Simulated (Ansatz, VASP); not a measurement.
## KBr in VASP and in Ansatz

```
K Br
1.0
     4.04350   -0.12130    0.00000
    -0.12130    4.04350    0.00000
     0.00000    0.00000    4.04350
K Br
1 1
Cartesian
  0.0000 0.0000 0.0000
  1.9611 1.9611 2.0217
```

Change from the starting cell: strain -0.0600 x Voigt [0, 0, 0, 0, 0, 1], atoms carried along.

Alike in both runs: task single point; functional LDA; k mesh 6 × 6 × 6; occupations gaussian, width 0.05 eV; no spin polarisation.

```csv
,VASP,Ansatz
version,VASP 6.6.1,Ansatz 0.2.0
potentials or method,"VASP PAW LDA potentials, release 64 (K_sv, Br)","scalar-relativistic, plane waves, PAW"
plane-wave cutoff (eV),520,420
valence electrons in the cell,16,16
```

|  | VASP | Ansatz | Ansatz less VASP |
| --- | --- | --- | --- |
| gap on the k mesh at the Fermi level (eV) | 3.49 | 3.48 | -0.009 |
| least direct gap on the mesh (eV) | 3.71 | 3.70 | -0.010 |
| pressure (GPa) | -2.5 | -2.6 | -0.04 |
| largest component of the traceless stress (GPa) | 0.08 | 0.07 | -0.010 |

A k mesh can miss the band edges.
